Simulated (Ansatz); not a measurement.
Space group P6_3/mmc (No. 194). a = 2.690 Å, b = 2.690 Å, c = 4.252 Å, α = 90.00°, β = 90.00°, γ = 120.00°
```csv
atom,site,symmetry,x,y,z
Ru,2c,-6m2,0.3333,0.6667,0.2500
```

Equation of state of this Ru structure (not necessarily the ground state), with shape and atoms relaxed at each volume where symmetry leaves them free. It has no gap at any of these volumes. All numbers below come from DFT PBEsol, scalar-relativistic, plane waves, PAW in Ansatz.

Settings: cutoff 420 eV, Γ-centred mesh 18×18×10 on the computed 2-atom cell, Gaussian smearing of 0.10 eV; no spin polarisation.

| V (Å³/atom) | E − E(largest V) (meV/atom) | P (GPa) |
| --- | --- | --- |
| 11.720 | 144.84 | 60.03 |
| 12.119 | 19.74 | 40.94 |
| 12.519 | -61.64 | 24.88 |
| 12.918 | -106.25 | 11.37 |
| 13.318 | -119.91 | 0.01 |
| 13.717 | -107.58 | -9.53 |
| 14.117 | -73.43 | -17.54 |
| 14.650 | 0.00 | -26.20 |

Problem. Fit a third-order Birch–Murnaghan equation to E(V).

Solution. V0 = 13.32 Å³/atom, B0 = 346 GPa, B0' = 4.8.